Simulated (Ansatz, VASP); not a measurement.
## Mo: VASP beside Ansatz

File POSCAR:

```
Mo
1.0
    0.1575306600      2.0190446400      1.9118309000
    2.1247256100     -0.0263960200      2.0957575800
    2.0299532600      2.1081989700      0.0683763300
Mo
1
Direct
    0.0000000000      0.0000000000      0.0000000000
```

Contents of INCAR.step1:

```
PREC     = Accurate       # precision mode
ENCUT    = 520            # plane-wave cutoff, eV
ISMEAR   = -1             # smearing method
SIGMA    = 0.05           # smearing width, eV
LREAL    = F              # projectors in reciprocal space
LASPH    = T              # aspherical terms in the spheres
NELM     = 100            # most SCF steps
NBANDS   = 13             # bands
GGA      = PE             # functional
ALGO     = Normal         # electronic algorithm
EDIFF    = 1E-4           # SCF threshold, eV
LWAVE    = T              # write WAVECAR
LCHARG   = F              # write CHGCAR
```

File INCAR.step2:

```
PREC     = Accurate       # precision mode
ENCUT    = 520            # plane-wave cutoff, eV
EDIFF    = 1E-6           # SCF threshold, eV
ISMEAR   = -1             # smearing method
SIGMA    = 0.05           # smearing width, eV
LREAL    = F              # projectors in reciprocal space
LASPH    = T              # aspherical terms in the spheres
NELM     = 100            # most SCF steps
ALGO     = Normal         # electronic algorithm
ISIF     = 2              # what is computed and relaxed
LWAVE    = F              # write WAVECAR
LCHARG   = T              # write CHGCAR
METAGGA  = R2SCAN         # meta-GGA
LMIXTAU  = T            
LELF     = T              # ELF
LVHAR    = T            
NBANDS   = 13             # bands
ISTART   = 1
```

Contents of KPOINTS:

```
regular mesh
0
Gamma
  7 6 7
```

input.yaml

```yaml
crystal:
  lattice:
    - [0.15753066, 2.01904464, 1.9118309]
    - [2.12472561, -0.02639602, 2.09575758]
    - [2.02995326, 2.10819897, 0.06837633]
  atoms:
    - { symbol: Mo, position: [0.0, 0.0, 0.0] }
hamiltonian:
  xc: r2scan
  pseudopotentials: { kind: paw }
kpoints:
  mp_grid: { grid: [7, 6, 7] }
scf:
  occupations: { method: fermi_dirac, width: 0.05 }
  n_extra_bands: 6
output:
  forces: true
  stress: true
  eigenvalues: true
  dos: { projected: true, de: 0.05, nscf_kmesh: { grid: [11, 9, 11] } }
  write_density: true
  write_potential: true
  elf: true
  volumetric_format: npy
```

This isn't the form of Mo at room conditions, which is bcc.

Alike in both runs: functional r2SCAN; k mesh 7 × 6 × 7; occupations fermi-dirac, width 0.05 eV; no spin polarisation.

```csv
,VASP,Ansatz
version,VASP 6.6.1,Ansatz 0.2.0
potentials or method,"VASP PAW PBE potentials, release 64 (Mo_sv)",Ansatz PAW
plane-wave cutoff (eV),520,500
valence electrons in the cell,14,14
task,single point,projected density of states
```

Ansatz gave:

- gap on the k mesh at the Fermi level (eV): none
- pressure (GPa): -4.6
- largest component of the traceless stress (GPa): 4.11

Estimate VASP's values.

gap on the k mesh at the Fermi level (eV): none; pressure (GPa): -3.6; largest component of the traceless stress (GPa): 4.08.

A gap of «none» marks a metal or a gap that the smearing closes.

Caveats: the k mesh is coarse (spacing up to 0.43 Å⁻¹), so the values aren't converged; the PAW data sets were made with another functional, which shifts forces and pressure a little (VASP); the PAW data sets come from PBE, with cores solved anew for the run's functional, which leaves a small shift of forces and pressure (Ansatz); the density of states is complete only up to the lowest level of the last band computed (Ansatz).
